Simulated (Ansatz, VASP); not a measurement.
Two plane-wave programs on ZnO

```
CELL_PARAMETERS angstrom
3.24077 0.00000 0.00000
-1.62038 2.80659 0.00000
0.00000 0.00000 5.50496
ATOMIC_POSITIONS crystal
Zn 0.66667 0.33333 0.50612
Zn 0.33333 0.66667 0.00612
O 0.66667 0.33333 0.87419
O 0.33333 0.66667 0.37419
```

Change from the starting cell: uniaxial strain along c, a, b and atoms relaxed: +4.0 %.

Alike in both runs: functional PBE; k mesh 12 × 12 × 6; occupations gaussian, width 0.02 eV; no spin polarisation.

Ansatz relaxed the structure, and its values are those at the end. VASP's run is a single point on that final structure, the one shown.

|  | VASP | Ansatz |
| --- | --- | --- |
| version | VASP 6.6.1 | Ansatz 0.2.0 |
| potentials or method | VASP PAW PBE potentials, release 64 (Zn, O) | scalar-relativistic, plane waves, PAW |
| plane-wave cutoff (eV) | 520 | 420 |
| valence electrons in the cell | 36 | 36 |

|  | VASP | Ansatz | Ansatz less VASP |
| --- | --- | --- | --- |
| gap on the k mesh at the Fermi level (eV) | 0.62 | 0.63 | +0.016 |
| least direct gap on the mesh (eV) | 0.62 | 0.63 | +0.016 |
| pressure (GPa) | -1.3 | -2.1 | -0.83 |
| rms of the force components (eV/Å) | 0.008 | 0.000 | -0.0077 |

Ansatz warned: «symmetry_narrowed_by_cell_relaxation».
